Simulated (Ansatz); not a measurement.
Starting cell, GeTe (alpha-GeTe type, space group R3m):

```xyz
4
Lattice="4.2271 2.4405 7.2801 -2.1136 1.2203 3.6400 0.0000 -2.4405 3.6400" Properties=species:S:1:pos:R:3 pbc="T T T"
Ge     0.0000     0.0000     2.5580
Ge     2.1136     1.2203     6.1980
Te     0.0000     0.0000     8.3621
Te     2.1136     1.2203    12.0021
```

In this cell atom 3 (Te, nearest neighbour Ge at 2.852 Å; its periodic images, 4.2 Å or more away, move with it) is moved by u·(0.707, 0.707, 0.000) + v·(0.000, 0.000, 1.000); the rest is frozen.

Calculation: PBE (plane waves to 420 eV, PAW, scalar-relativistic; Ansatz, a program for electronic structure). k mesh 4×8×8 (Γ-centred), Fermi-Dirac smearing 0.05 eV. Points where atoms come too close for the PAW data are left out (x in tables, blank in figures). As the smearing reaches across the gap at some points, energies and forces of such displacements shift with the k mesh and the smearing. Fu and Fv are the components of the force on the atom. GeTe was relaxed with its symmetry unable to fall. Spin-orbit coupling is left out, though Te is heavy. The PAW data are Ansatz's earlier set. The last digit holds for this mesh only.

Changes of Fu (eV/Å) from the point u = 0.000 Å, v = 0.000 Å when one coordinate moves alone (two changes are said to add if the coupling is within 5 % of the smaller one, nearly so within 20 %):

```tsv
point	change
u = 0.000 Å, v = -0.710 Å	0.086
u = 0.000 Å, v = -0.355 Å	0.028
u = -0.710 Å, v = 0.000 Å	4.882
u = -0.355 Å, v = 0.000 Å	1.734
u = 0.355 Å, v = 0.000 Å	-1.278
u = 0.710 Å, v = 0.000 Å	-2.640
u = 0.000 Å, v = 0.355 Å	-0.100
u = 0.000 Å, v = 0.710 Å	-0.292
```

Question: What is the change at u = -0.355 Å, v = 0.710 Å, where both move, and how far is it from the sum?

Answer: The sum of the single changes is 1.734 + (-0.292) = 1.442; the calculation gives 5.242, so the coupling contributes 3.800 (over 20 % of the smaller single change, not additive).

(A displaced cell: forces are minus the slopes of the energy, force constants its curvatures, and phonons follow from these.)
